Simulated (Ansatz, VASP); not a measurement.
Two plane-wave programs on Au

```
Au
1.0
     0.00000    1.94322    1.94322
     1.94322    0.00000    1.94322
     1.94322    1.94322    0.00000
Au
1
Direct
  0.00000 0.00000 0.00000
```

Change from the starting cell: strain -0.050 along x and y, -0.050 along z, atoms carried along.

Alike in both runs: task single point; functional r2SCAN; k mesh 20 × 20 × 20; occupations gaussian, width 0.15 eV; no spin polarisation.

|  | VASP | Ansatz |
| --- | --- | --- |
| version | VASP 6.6.1 | Ansatz 0.2.0 |
| potentials or method | VASP PAW PBE potentials, release 64 (Au) | scalar-relativistic, plane waves, PAW |
| plane-wave cutoff (eV) | 520 | 500 |
| valence electrons in the cell | 11 | 19 |

|  | VASP | Ansatz | Ansatz less VASP |
| --- | --- | --- | --- |
| gap on the k mesh at the Fermi level (eV) | none | none | - |
| pressure (GPa) | 47.1 | 46.1 | -1.03 |

A gap of «none» marks a metal or a gap that the smearing closes. The two sets of potentials don't hold the same shells in valence.

Caveats: so large a pressure means that the cell lies far from this level's equilibrium, or that cutoff or potentials fall short (VASP); the potentials were made for another functional, which shifts forces and pressure (VASP). Spin-orbit coupling is left out, which matters for the levels of Au.
